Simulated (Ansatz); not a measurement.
MgO (zincblende type) under strong compression

```xyz
2
Lattice="0.0000 2.3059 2.3059 2.3059 0.0000 2.3059 2.3059 2.3059 0.0000" Properties=species:S:1:pos:R:3 pbc="T T T"
Mg    0.0000    0.0000    0.0000
O     1.1529    1.1529    1.1529
```

The cell comes from a relaxation on PAW files under the same functional, begun from a prototype that needn't be the stable phase.

Its volume is scaled at fixed shape and fractional positions.

Computed with Ansatz 0.2.0; functional PBE, scalar-relativistic. Settings: a Γ-centred 15×15×15 k mesh, Fermi–Dirac smearing of 0.05 eV, no spin polarisation. Methods: LAPW: all electrons, basis error target 1 meV/atom; PAW: frozen-core files, cutoff 420 eV; crystal datasets: all electrons, by PAW datasets that the program makes for each cell; norm-conserving: pseudopotentials, cutoff 1240 eV; PAW (cutoff 600 eV): frozen-core files, cutoff 600 eV.

Energies are extrapolated to zero smearing and count from the unscaled cell; pressure is positive in compression; gaps take the mesh and a band path. No temperature or zero-point motion is included.

| V/V0 | V (Å³/atom) | P LAPW (GPa) | ΔE LAPW (eV/atom) | P PAW − LAPW (GPa) | ΔE PAW − LAPW (meV/atom) | gap (eV) |
| --- | --- | --- | --- | --- | --- | --- |
| 1.00 | 12.26 | 0.06 | 0.000 | -0.02 | 0.0 | 3.48 |
| 0.94 | 11.53 | ? | ? | ? | ? | ? |
| 0.88 | 10.79 | 18.90 | 0.078 | 0.07 | 0.3 | – |
| 0.80 | 9.81 | 39.9 | 0.254 | 0.16 | 0.9 | – |
| 0.72 | 8.83 | 72.6 | 0.591 | 0.30 | 2.3 | – |
| 0.64 | 7.85 | 124.8 | 1.182 | 0.50 | 4.8 | – |
| 0.55 | 6.74 | 226.2 | 2.356 | 0.64 | 8.8 | 7.44 |

(1) Fit the Vinet equation to the LAPW pressures shown (residuals weighted by 1/(|P| + 0.03·Pmax)), and predict the pressure of the withheld row.

(2) From the table, what is the rise of the enthalpy H = E + pV up to the last row, and how stiff is the crystal between the last two rows?

(3) At the smallest volume, how far do crystal datasets and norm-conserving and PAW (cutoff 600 eV) lie from LAPW in pressure?

(4) How do the Löwdin populations by LAPW change from the unscaled cell to the last row?

Answers

(1) The fit gives V0 = 12.27 Å³/atom, B0 = 111 GPa and B0′ = 4.40. At 11.53 Å³/atom, x = (V/V0)^(1/3) = 0.9794, and P = 3·B0·(1 − x)/x²·exp[1.5·(B0′ − 1)·(1 − x)] = 7.92 GPa. The run itself gave 8.04 GPa (-1.5 % off) and ΔE = 0.018 eV/atom.

(2) ΔH = 2.356 eV + (226.2 GPa × 6.74 Å³ − 0.06 GPa × 12.26 Å³) × 0.006242 eV/(GPa·Å³) = 11.87 eV/atom, of which pV makes 80 %. The mean bulk modulus there is −ΔP/Δln V = 669 GPa.

(3) crystal datasets: 0.00 GPa; norm-conserving: +1.85 GPa; PAW (cutoff 600 eV): +0.62 GPa, on a LAPW pressure of 226.2 GPa.

(4) Mg 3s 0.49 → 0.45, O 2s 1.85 → 1.80, O 2p 5.52 → 5.67 electrons an atom. These are projections on the shells that the free atoms fill; 0.15 e a cell lies outside them at the start and 0.12 e at the end.
